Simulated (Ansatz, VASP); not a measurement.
# One calculation of AlN, two programs

```xyz
4
Lattice="3.3135 0.0000 0.0000 -1.6567 2.8696 0.0000 0.0000 0.0000 4.1876" Properties=species:S:1:pos:R:3 pbc="T T T"
Al    0.0000    1.9404    3.3006
Al    1.6567    0.9839    1.2068
N     0.0000    1.8602    0.7389
N     1.6567    0.9037    2.8327
```

Change from the starting cell: mode 4 frozen in at -0.308 Å and mode 10 at -0.053 Å (largest displacements).

Alike in both runs: task single point; functional PBE; k mesh 9 × 9 × 6; occupations gaussian, width 0.05 eV; no spin polarisation.

|  | VASP | Ansatz |
| --- | --- | --- |
| version | VASP 6.6.1 | Ansatz 0.2.0 |
| potentials or method | VASP PAW PBE potentials, release 64 (Al, N) | scalar-relativistic, plane waves, PAW |
| plane-wave cutoff (eV) | 520 | 520 |
| valence electrons in the cell | 16 | 16 |

|  | VASP | Ansatz | Ansatz less VASP |
| --- | --- | --- | --- |
| gap on the k mesh at the Fermi level (eV) | 4.00 | 3.99 | -0.003 |
| least direct gap on the mesh (eV) | 4.00 | 3.99 | -0.003 |
| pressure (GPa) | 26.5 | 26.5 | +0.03 |
| largest component of the traceless stress (GPa) | 72.04 | 71.66 | -0.388 |
| rms of the force components (eV/Å) | 3.696 | 3.680 | -0.0156 |

Atom by atom the forces differ by 0.016 eV/Å (rms over components).

Caveats: so large a pressure means that the cell lies far from this level's equilibrium, or that cutoff or potentials fall short (VASP); an odd mesh through Γ misses points on the zone boundary, where band edges often lie; forces of over 1 eV/Å show positions far from the minimum, so gaps and moduli don't describe the material at rest.
